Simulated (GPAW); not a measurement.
Crystal: Ge.

```
Ge
1.0
    -2.57449    2.57449    1.39741
     2.57449   -2.57449    1.39741
     2.57449    2.57449   -1.39741
Ge
2
Cartesian
  0.0000 0.0000 1.3974
  2.5745 0.0000 0.6987
```

This isn't the form of Ge at room conditions, which is diamond.

Base run:

* Program: GPAW 26.7.0
* Functional: PBEsol
* Potentials or basis: PAW data sets generated in the run's folder for this functional
* Cutoff: 600 eV
* Basis: pw
* k mesh: 11 × 11 × 11
* Occupations: fermi-dirac, width 0.05 eV
* Spin: no spin polarisation

Its results: pressure -0.7 GPa.

Q: The run is repeated on the same cell with these changes: functional from PBEsol to BLYP. What comes out?

A: Pressure 9.6 GPa.

BLYP binds less tightly than PBEsol, so the same cell stands under more pressure.

Not every run made on this cell is shown here.
